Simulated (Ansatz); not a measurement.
MoS2:

```
Mo S
1.0
     3.22746    0.00000    0.00000
    -1.61373    2.79507    0.00000
     0.00000    0.00000    6.31247
Mo S
1 2
Cartesian
  0.0000 0.0000 3.1562
  1.6137 0.9317 4.7008
  0.0000 1.8634 1.6117
```

Measurements of this composition are mostly on another form, of space group No. 194.

| Quantity | Value |
| --- | --- |
| Program | Ansatz 0.2.0 |
| Task | single point |
| Functional | PBEsol |
| Potentials or basis | all-electron LAPW, scalar-relativistic |
| Cutoff | 258 eV (chosen from the basis error) |
| Basis error allowed | 0.001 eV/atom |
| k mesh | 9 × 9 × 4 |
| Occupations | fermi-dirac, width 0.05 eV |
| Spin | no spin polarisation |

On this cell: pressure -3.4 GPa; largest force 0.020 eV/Å; band gap on the k mesh none (metal or under the smearing width).

The same run follows on a disturbed copy (atoms moved at random, drawn with an rms of 0.05 Å):

```
Mo S
1.0
     3.22746    0.00000    0.00000
    -1.61373    2.79507    0.00000
     0.00000    0.00000    6.31247
Mo S
1 2
Direct
  0.99403 0.98173 0.49930
  0.65564 0.32224 0.74824
  0.33381 0.68688 0.25256
```

What changes?

The energy (extrapolated to zero smearing) moves by +12.1 meV/atom; pressure -4.8 GPa; largest force 0.556 eV/Å; band gap on the k mesh none (metal or under the smearing width).

Forces in eV/Å, atoms in the order of the input:
```
Mo  -0.256  0.372  0.261
S    0.052  0.131 -0.380
S    0.204 -0.503  0.119
```

Stress tensor (GPa, compression positive):
```
-4.67 -0.42 -0.65
-0.42 -6.47  2.72
-0.65  2.72 -3.30
```

Caveats: this functional lacks dispersion, which binds the layers, so the pressure and a relaxed spacing across them are unreliable (some runs).
